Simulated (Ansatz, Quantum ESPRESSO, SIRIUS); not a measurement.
**BaTiO3: programs and potentials compared**

```
CELL_PARAMETERS angstrom
4.00600 0.00000 0.00000
0.00000 4.00600 0.00000
0.00000 0.00000 4.00600
ATOMIC_POSITIONS crystal
Ba 0.50000 0.50000 0.50000
Ti 0.00000 0.00000 0.00000
O 0.00000 0.00000 0.50000
O 0.00000 0.50000 0.00000
O 0.50000 0.00000 0.00000
```

Alike in all runs: task band structure; functional LDA; k mesh 7 × 7 × 7; occupations fermi-dirac, width 0.05 eV; no spin polarisation; no spin-orbit coupling. LDA stands for any of its common fits. Pressure is positive in compression and, in plane waves, holds the error of the finite cutoff. Gaps are the smaller of the mesh's and the band path's.

```csv
program and potentials,plane-wave cutoff (eV),notes,band gap (eV),pressure (GPa)
"Quantum ESPRESSO, GBRV 1.5 LDA",612,-,1.71,-8.13
"Ansatz, all-electron LAPW, scalar-relativistic",-,-,?,?
"SIRIUS, all-electron FP-LAPW, apw+lo standard",-,-,1.71,-
```

Question: Estimate from the other rows what the run with Ansatz, all-electron LAPW, scalar-relativistic gave.

Answer: Band gap 1.72 eV; pressure -9.26 GPa. The other rows, which needn't bracket it: band gap 1.71; pressure -8.13.
